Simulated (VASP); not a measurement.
# TePb (Fm-3m) in VASP: a series of runs, part 2 of 3

VASP 6.6.1. Earlier steps stand in the parts before.

## Step 3: Single point, PBEsol

Input file INCAR:

```
SYSTEM = TePb
PREC     = Accurate       ! precision mode
ENCUT    = 520            ! plane-wave cutoff, eV
EDIFF    = 1E-6           ! SCF threshold, eV
ISMEAR   = -5             ! smearing method
SIGMA    = 0.1            ! smearing width, eV
LREAL    = .False.        ! projectors in reciprocal space
LASPH    = .True.         ! aspherical terms in the spheres
NELM     = 100            ! most SCF steps
ALGO     = Normal         ! electronic algorithm
ISIF     = 2              ! what is computed and relaxed
LWAVE    = .False.        ! write WAVECAR
LCHARG   = .False.        ! write CHGCAR
GGA      = PS             ! functional
NBANDS   = 17             ! bands
```

Input file KPOINTS:

```
Automatic mesh
0
Gamma
  6 6 6
  0 0 0
```

Input file POSCAR:

```
TePb
1.0
    0.0000000000      3.2678555508      3.2678555508
    3.2678555508      0.0000000000      3.2678555508
    3.2678555508      3.2678555508      0.0000000000
Te Pb
1 1
Direct
    0.5000000000      0.5000000000      0.5000000000
    0.0000000000      0.0000000000      0.0000000000
```

Potentials or basis: VASP PAW PBE potentials, release 64 (Te, Pb_d).

Run with:

```console
$ cat potpaw_PBE.64/Te/POTCAR potpaw_PBE.64/Pb_d/POTCAR > POTCAR
$ mpirun -np 1 vasp_std > vasp.out
```

OUTCAR:

```text
SYSTEM = TePb
   PREC = Accurate
   ENCUT = 520
   EDIFF = 1E-6
   ISMEAR = -5
   LREAL = .False.
   LASPH = .True.
   NELM = 100
   ISIF = 2
   GGA = PS

 ion  position               nearest neighbor table
   1  0.500  0.500  0.500-   2 3.27   2 3.27   2 3.27   2 3.27   2 3.27   2 3.27
   2  0.000  0.000  0.000-   1 3.27   1 3.27   1 3.27   1 3.27   1 3.27   1 3.27

  LATTYP: Found a face centered cubic cell.
 ALAT       =     6.5357111016

  Lattice vectors:

 A1 = (   0.0000000000,   3.2678555508,   3.2678555508)
 A2 = (   3.2678555508,   0.0000000000,   3.2678555508)
 A3 = (   3.2678555508,   3.2678555508,   0.0000000000)

Analysis of symmetry for initial positions (statically):
=====================================================================
 Subroutine PRICEL returns:
 Original cell was already a primitive cell.

 Routine SETGRP: Setting up the symmetry group for a
 face centered cubic supercell.

 Subroutine GETGRP returns: Found 48 space group operations
 (whereof 48 operations were pure point group operations)
 out of a pool of 48 trial point group operations.

The static configuration has the point symmetry O_h .

Analysis of symmetry for dynamics (positions and initial velocities):
=====================================================================
 Subroutine PRICEL returns:
 Original cell was already a primitive cell.

 Routine SETGRP: Setting up the symmetry group for a
 face centered cubic supercell.

 Subroutine GETGRP returns: Found 48 space group operations
 (whereof 48 operations were pure point group operations)
 out of a pool of 48 trial point group operations.

The dynamic configuration has the point symmetry O_h .

 Subroutine INISYM returns: Found 48 space group operations
 (whereof 48 operations are pure point group operations),
 and found     1 'primitive' translations

----------------------------------------------------------------------------------------

                                     Primitive cell

  volume of cell :      69.7941

  direct lattice vectors                    reciprocal lattice vectors
     0.000000000  3.267855551  3.267855551    -0.153005539  0.153005539  0.153005539
     3.267855551  0.000000000  3.267855551     0.153005539 -0.153005539  0.153005539
     3.267855551  3.267855551  0.000000000     0.153005539  0.153005539 -0.153005539

  length of vectors
     4.621445640  4.621445640  4.621445640     0.265013367  0.265013367  0.265013367

  position of ions in fractional coordinates (direct lattice)
     0.500000000  0.500000000  0.500000000
     0.000000000  0.000000000  0.000000000

  ion indices of the primitive-cell ions
   primitive index   ion index
                 1           1
                 2           2

----------------------------------------------------------------------------------------

 KPOINTS: Automatic mesh

Automatic generation of k-mesh.
 Grid dimensions read from file:
 generate k-points for:    6    6    6

 Generating k-lattice:

  Cartesian coordinates                     Fractional coordinates (reciprocal lattice)
    -0.025500923  0.025500923  0.025500923     0.166666667  0.000000000  0.000000000
     0.025500923 -0.025500923  0.025500923     0.000000000  0.166666667  0.000000000
     0.025500923  0.025500923 -0.025500923     0.000000000  0.000000000  0.166666667

  Length of vectors
     0.044168895  0.044168895  0.044168895

  Shift w.r.t. Gamma in fractional coordinates (k-lattice)
     0.000000000  0.000000000  0.000000000

 TETIRR: Found     35 inequivalent tetrahedra from     1296

 Subroutine IBZKPT returns following result:
 ===========================================

 Found     16 irreducible k-points:

 Following reciprocal coordinates:
            Coordinates               Weight
  0.000000  0.000000  0.000000      1.000000
  0.166667  0.000000  0.000000      8.000000
  0.333333  0.000000  0.000000      8.000000
  0.500000  0.000000  0.000000      4.000000
  0.166667  0.166667  0.000000      6.000000
  0.333333  0.166667  0.000000     24.000000
[... 8 lines left out ...]
 -0.333333  0.333333  0.166667     24.000000
 -0.333333  0.500000  0.166667     12.000000
   k-points           NKPTS =     16   k-points in BZ     NKDIM =     16   number of bands    NBANDS=     17
   number of dos      NEDOS =    301   number of ions     NIONS =      2
   total plane-waves  NPLWV =  46656
   dimension x,y,z NGX =    36 NGY =   36 NGZ =   36
   dimension x,y,z NGXF=    72 NGYF=   72 NGZF=   72
   ions per type =               1   1
   NGX,Y,Z   is equivalent  to a cutoff of  12.95, 12.95, 12.95 a.u.
   NGXF,Y,Z  is equivalent  to a cutoff of  25.90, 25.90, 25.90 a.u.
 SYSTEM =  TePb
   PREC   = accura    normal or accurate (medium, high low for compatibility)
   ISTART =      0    job   : 0-new  1-cont  2-samecut
   ICHARG =      2    charge: 1-file 2-atom 10-const
   ISPIN  =      1    spin polarized calculation?
   LNONCOLLINEAR =      F non collinear calculations
   LSORBIT =      F    spin-orbit coupling
   LASPH  =      T    aspherical Exc in radial PAW
   ENCUT  =  520.0 eV  38.22 Ry    6.18 a.u.   8.59  8.59  8.59*2*pi/ulx,y,z
   NELM   =    100;   NELMIN=  2; NELMDL= -5     # of ELM steps
   EDIFF  = 0.1E-05   stopping-criterion for ELM
   LREAL  =      F    real-space projection
   EDIFFG = 0.1E-04   stopping-criterion for IOM
   NSW    =      0    number of steps for IOM
   IBRION =     -1    ionic relax: 0-MD 1-quasi-New 2-CG
   NFREE  =      0    steps in history (QN), initial steepest desc. (CG)
   ISIF   =      2    stress and relaxation
   ISYM   =      2    0-nonsym 1-usesym 2-fastsym
   POTIM  = 0.5000    time-step for ionic-motion
   TEBEG  =    0.0;   TEEND  =   0.0 temperature during run
   PSTRESS=    0.0 pullay stress
   NELECT =      20.0000    total number of electrons
   NUPDOWN=      -1.0000    fix difference up-down
   EMIN   =  10.00;   EMAX   =-10.00  energy-range for DOS
   EFERMI =   0.00;   METHOD = LEGACY
   ISMEAR =    -5;   SIGMA  =   0.10  broadening in eV -4-tet -1-fermi 0-gaus
   EFERMI_NEDOS =   21; number of points for ismear=-14 and -15
   IALGO  =     38    algorithm
   IMIX   =      4    mixing-type and parameters
     AMIX     =   0.40;   BMIX     =  1.00
     AMIX_MAG =   1.60;   BMIX_MAG =  1.00
  volume/ion in A,a.u.               =      34.90       235.50
  Fermi-wavevector in a.u.,A,eV,Ry     =   1.079308  2.039596 15.849499  1.164905
  Thomas-Fermi vector in A             =   2.215269
   LORBIT       =      0    0 simple, 1 ext, 2 COOP (PROOUT), +10 PAW based schemes
   GGA     = PS    functional components
   LHFCALC =     F    Hartree Fock is set to
   AEXX    =    0.0000 exact exchange contribution
   IVDW    =     0    specifies the selected vdW correction
   LEPSILON=     F    determine dielectric tensor
   LRPA    =     F    only Hartree local field effects (RPA)
 non-spin polarized calculation
 Fermi weights with tetrahedron method with Bloechl corrections
  energy-cutoff  :      520.00
  volume of cell :       69.79
 maximum number of plane-waves:      1895
 NGX is ok and might be reduce to    36
   NGX = 17   NGY = 17   NGZ = 17

 number of electron      20.0000002 magnetization

 Free energy of the ion-electron system (eV)
  ---------------------------------------------------
  ext. energy  EPLUGINS =         0.00000000
  ---------------------------------------------------
  free energy    TOTEN  =        -8.24390680 eV

  energy without entropy =       -8.24390680  energy(sigma->0) =       -8.24390680

 E-fermi :   5.0873     XC(G=0):  -9.3197

 val. band max:        5.0209685031   @ k =   0.5000   0.0000   0.0000
 cond. band min:       5.7580728533   @ k =   0.5000   0.0000   0.0000
 fundamental gap:      0.7371043502
 Fermi energy:         5.0873050468

 k-point     1 :       0.0000    0.0000    0.0000
  band No.  band energies     occupation
      1     -11.5483      2.00000
      2     -11.5483      2.00000
      3     -11.5400      2.00000
      4     -11.5400      2.00000
      5     -11.5400      2.00000
      6      -6.7285      2.00000
[... 9 lines left out ...]
     16      10.8619      0.00000
     17      12.3694      0.00000
[... 281 lines left out ...]
 k-point    16 :      -0.3333    0.5000    0.1667
  band No.  band energies     occupation
      1     -11.5903      2.00000
      2     -11.5459      2.00000
      3     -11.5411      2.00000
      4     -11.5252      2.00000
      5     -11.5169      2.00000
      6      -5.0521      2.00000
[... 9 lines left out ...]
     16      15.6071      0.00000
     17      16.4203      0.00000

------------------------ aborting loop because EDIFF is reached ----------------------------------------

  FORCE on cell =-STRESS in cart. coord.  units (eV):
  Direction    XX          YY          ZZ          XY          YZ          ZX
  --------------------------------------------------------------------------------------
  -------------------------------------------------------------------------------------
  Total       -0.7763678     -0.7763678     -0.7763678      0.0000000      0.0000000      0.0000000
  in kB      -17.8221277    -17.8221277    -17.8221277      0.0000000      0.0000000      0.0000000
  external PRESSURE =     -17.8221277 kB  Pullay stress =       0.0000000 kB

 VOLUME and BASIS-vectors are now :
 -----------------------------------------------------------------------------
  energy-cutoff  :      520.00
  volume of cell :       69.79
      direct lattice vectors                 reciprocal lattice vectors
     0.000000000  3.267855551  3.267855551    -0.153005539  0.153005539  0.153005539
     3.267855551  0.000000000  3.267855551     0.153005539 -0.153005539  0.153005539
     3.267855551  3.267855551  0.000000000     0.153005539  0.153005539 -0.153005539

 POSITION                                       TOTAL-FORCE (eV/Angst)
 -----------------------------------------------------------------------------------
      3.26786      3.26786      3.26786        -0.000000      0.000000     -0.000000
      0.00000      0.00000      0.00000         0.000000      0.000000      0.000000
 -----------------------------------------------------------------------------------
    total drift:                               -0.000000      0.000000      0.000000

  FREE ENERGIE OF THE ION-ELECTRON SYSTEM (eV)
  ---------------------------------------------------
  free  energy   TOTEN  =        -8.2439068011 eV

  energy  without entropy=       -8.2439068011  energy(sigma->0) =       -8.24390680
```

It took 34 s on 1 thread of Intel Xeon 8259CL, shared host; peak memory 0.2 GiB.

Results:

- Free energy: -8.2439 eV
- Pressure: -1.8 GPa
- Band gap on the k mesh: 0.74 eV, direct

Levels at points of the mesh, in eV from the valence-band top:
| k point | band 8 | band 9 | band 10 | band 11 | band 12 | band 13 |
| --- | --- | --- | --- | --- | --- | --- |
| (0.00, 0.00, 0.00) | -1.20 | -1.20 | -1.20 | 4.03 | 4.03 | 4.03 |
| (0.50, 0.00, 0.00) | -0.76 | -0.76 | 0.00 | 0.74 | 1.33 | 1.33 |
| (0.50, 0.50, 0.00) | -4.25 | -2.60 | -2.60 | 3.36 | 5.35 | 5.35 |

Caveat: the PAW data sets were made with another functional, which shifts forces and pressure a little; spin-orbit coupling is left out, which moves the levels of the heavy elements.

## Step 4: Single point, PBEsol

Input file INCAR:

```
SYSTEM = TePb
ALGO = Normal
EDIFF = 1E-7
ENCUT = 520
GGA = PS
ISIF = 2
ISMEAR = 1
LASPH = .TRUE.
LCHARG = .FALSE.
LREAL = .FALSE.
LWAVE = .FALSE.
NBANDS = 17
NELM = 80
PREC = Accurate
SIGMA = 0.5
```

Input file KPOINTS:

```
k-points
0
G
  6 6 6
  0 0 0
```

POSCAR is that of step 3.

Potentials or basis: VASP PAW PBE potentials, release 64 (Te, Pb_d).

Run with:

```console
$ cat potpaw_PBE.64/Te/POTCAR potpaw_PBE.64/Pb_d/POTCAR > POTCAR
$ mpirun -np 1 vasp_std > vasp.out
```

OUTCAR:

```text
SYSTEM = TePb
   EDIFF = 1E-7
   ENCUT = 520
   GGA = PS
   ISIF = 2
   ISMEAR = 1
   LASPH = .TRUE.
   LREAL = .FALSE.
   NELM = 80
   PREC = Accurate

 ion  position               nearest neighbor table
   1  0.500  0.500  0.500-   2 3.27   2 3.27   2 3.27   2 3.27   2 3.27   2 3.27
   2  0.000  0.000  0.000-   1 3.27   1 3.27   1 3.27   1 3.27   1 3.27   1 3.27

  LATTYP: Found a face centered cubic cell.
 ALAT       =     6.5357111016

  Lattice vectors:

 A1 = (   0.0000000000,   3.2678555508,   3.2678555508)
 A2 = (   3.2678555508,   0.0000000000,   3.2678555508)
 A3 = (   3.2678555508,   3.2678555508,   0.0000000000)

Analysis of symmetry for initial positions (statically):
=====================================================================
 Subroutine PRICEL returns:
 Original cell was already a primitive cell.

 Routine SETGRP: Setting up the symmetry group for a
 face centered cubic supercell.

 Subroutine GETGRP returns: Found 48 space group operations
 (whereof 48 operations were pure point group operations)
 out of a pool of 48 trial point group operations.

The static configuration has the point symmetry O_h .

[... 150 lines left out ...]
  energy without entropy =       -8.25707973  energy(sigma->0) =       -8.24222478

 E-fermi :   5.1516     XC(G=0):  -9.3196

 val. band max:        5.0212932691   @ k =   0.5000   0.0000   0.0000
 cond. band min:       5.7577745218   @ k =   0.5000   0.0000   0.0000
 fundamental gap:      0.7364812527
 Fermi energy:         5.1516050734

 k-point     1 :       0.0000    0.0000    0.0000
  band No.  band energies     occupation
      1     -11.5526      2.00000
      2     -11.5526      2.00000
      3     -11.5445      2.00000
      4     -11.5445      2.00000
      5     -11.5445      2.00000
      6      -6.7280      2.00000
[... 297 lines left out ...]
      4     -11.5297      2.00000
      5     -11.5214      2.00000
      6      -5.0508      2.00000
[... 9 lines left out ...]
     16      15.6071      0.00000
     17      16.4162      0.00000

------------------------ aborting loop because EDIFF is reached ----------------------------------------

  FORCE on cell =-STRESS in cart. coord.  units (eV):
  Direction    XX          YY          ZZ          XY          YZ          ZX
  --------------------------------------------------------------------------------------
  -------------------------------------------------------------------------------------
  Total       -0.8074466     -0.8074466     -0.8074466      0.0000000      0.0000000     -0.0000000
  in kB      -18.5355646    -18.5355646    -18.5355646      0.0000000      0.0000000     -0.0000000
  external PRESSURE =     -18.5355646 kB  Pullay stress =       0.0000000 kB

 VOLUME and BASIS-vectors are now :
 -----------------------------------------------------------------------------
  energy-cutoff  :      520.00
  volume of cell :       69.79
      direct lattice vectors                 reciprocal lattice vectors
     0.000000000  3.267855551  3.267855551    -0.153005539  0.153005539  0.153005539
     3.267855551  0.000000000  3.267855551     0.153005539 -0.153005539  0.153005539
     3.267855551  3.267855551  0.000000000     0.153005539  0.153005539 -0.153005539

 POSITION                                       TOTAL-FORCE (eV/Angst)
 -----------------------------------------------------------------------------------
      3.26786      3.26786      3.26786         0.000000      0.000000      0.000000
      0.00000      0.00000      0.00000         0.000000      0.000000      0.000000
 -----------------------------------------------------------------------------------
    total drift:                               -0.000000      0.000000      0.000000

  FREE ENERGIE OF THE ION-ELECTRON SYSTEM (eV)
  ---------------------------------------------------
  free  energy   TOTEN  =        -8.2347973025 eV

  energy  without entropy=       -8.2570797254  energy(sigma->0) =       -8.24222478
```

OSZICAR:

```text
N       E                     dE             d eps       ncg     rms          rms(c)
DAV:   1     0.151158011595E+03    0.15116E+03   -0.91660E+03   544   0.112E+03
DAV:   2     0.288454167216E+01   -0.14827E+03   -0.14292E+03   553   0.296E+02
DAV:   3    -0.805148565872E+01   -0.10936E+02   -0.10808E+02   698   0.859E+01
DAV:   4    -0.835899876903E+01   -0.30751E+00   -0.30735E+00   700   0.157E+01
DAV:   5    -0.837121299239E+01   -0.12214E-01   -0.12214E-01   785   0.304E+00    0.311E+00
DAV:   6    -0.824048871768E+01    0.13072E+00   -0.28745E-01   777   0.387E+00    0.190E+00
DAV:   7    -0.823441001953E+01    0.60787E-02   -0.77329E-02   696   0.141E+00    0.877E-01
DAV:   8    -0.823496192131E+01   -0.55190E-03   -0.90351E-03   677   0.956E-01    0.133E-01
DAV:   9    -0.823479249353E+01    0.16943E-03   -0.14882E-03   809   0.376E-01    0.534E-02
DAV:  10    -0.823479571749E+01   -0.32240E-05   -0.12490E-04   679   0.930E-02    0.218E-02
DAV:  11    -0.823479746221E+01   -0.17447E-05   -0.21764E-05   690   0.326E-02    0.106E-02
DAV:  12    -0.823479756409E+01   -0.10188E-06   -0.11576E-06   732   0.105E-02    0.799E-03
DAV:  13    -0.823479730816E+01    0.25593E-06   -0.17115E-07   482   0.359E-03    0.376E-03
DAV:  14    -0.823479730251E+01    0.56509E-08   -0.17132E-07   428   0.293E-03
   1 F= -.82347973E+01 E0= -.82422248E+01  d E =0.222824E-01
```

Wall time 42 s (1 thread of Intel Xeon 8259CL, shared host); peak memory 0.2 GiB.

What came out:

```yaml
Free_energy: -8.2348 eV
Pressure: -1.9 GPa
Band_gap_on_the_k_mesh: 0.74 eV, direct
```

Caveat: the PAW data sets were made with another functional, which shifts forces and pressure a little; spin-orbit coupling is left out, which moves the levels of the heavy elements.

[end of part 2 of 3]
